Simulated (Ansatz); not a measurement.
**Calculated 17O NMR of the central transition for SiO₂ under strain**

Cell: a computed structure from the Materials Project (it need not be an observed phase), relaxed with PBE at fixed cell and then changed (x compressed by 2 %, ions relaxed).

```yaml
crystal:
  lattice:
    - [-4.36932, 4.45849, 4.45849]
    - [4.36932, -4.45849, 4.45849]
    - [4.36932, 4.45849, -4.45849]
  atoms:
    - { symbol: Si, position: [0.50000, 0.75000, 0.25000] }
    - { symbol: Si, position: [0.75130, 0.50000, 0.25130] }
    - { symbol: Si, position: [0.24870, 0.74870, 0.50000] }
    - { symbol: Si, position: [0.24870, 0.50000, 0.74870] }
    - { symbol: Si, position: [0.50000, 0.25000, 0.75000] }
    - { symbol: Si, position: [0.75130, 0.25130, 0.50000] }
    - { symbol: O, position: [0.68508, 0.39226, 0.99977] }
    - { symbol: O, position: [0.28941, 0.60553, 0.60553] }
    - { symbol: O, position: [0.68508, 0.99977, 0.39226] }
    - { symbol: O, position: [0.39249, 0.68531, 0.00023] }
    - { symbol: O, position: [0.00000, 0.68388, 0.39447] }
    - { symbol: O, position: [0.60751, 0.29282, 0.60774] }
    - { symbol: O, position: [0.60751, 0.60774, 0.29282] }
    - { symbol: O, position: [0.00000, 0.39447, 0.68388] }
    - { symbol: O, position: [0.39249, 0.00023, 0.68531] }
    - { symbol: O, position: [0.31492, 0.31469, 0.70718] }
    - { symbol: O, position: [0.71059, 0.31612, 0.31612] }
    - { symbol: O, position: [0.31492, 0.70718, 0.31469] }
```

Atoms are numbered from 1 in the order listed; like atoms form one site, named after its first atom.

All values are calculated (Ansatz; DFT, PBE, plane waves and PAW (field gradients read without the response of the frozen cores, which leaves them typically 4 to 6 % off), scalar-relativistic, 420 eV cutoff, Γ-centred 4×4×4 k-points, Fermi–Dirac smearing 0.02 eV), not measured.

17O has I = 5/2 and Q = -25.58 mb (Pyykkö 2018); at 7.05 T its Larmor frequency is ν₀ = 40.7 MHz. Only the quadrupole interaction is simulated: positions count from each site's isotropic chemical shift, and J coupling is left out, as are shift anisotropy and dipolar coupling, which fast spinning averages.

**Question.** What does the 17O spectrum (fast magic-angle spinning) show for each site?

**Answer.** 

```tsv
site	first shell	C_Q (MHz)	η	P_Q (MHz)	δ_QIS (ppm)	breadth (kHz)
O7	2 Si at 1.62 Å, angle 149°	-6.28	0.15	6.30	-144	13.1
O8	2 Si at 1.63 Å, angle 149°	-6.34	0.15	6.36	-147	13.3
```

δ_QIS = −(ν_Q²/30ν₀²)[I(I+1) − 3/4](1 + η²/3) × 10⁶ ppm with ν_Q = 3|C_Q|/[2I(2I−1)]; it falls as 1/B₀² in ppm, and the breadth as 1/B₀ in kHz.

At O7 and O8 V_zz runs parallel to the line that joins its two neighbours (within 1°) in each case.
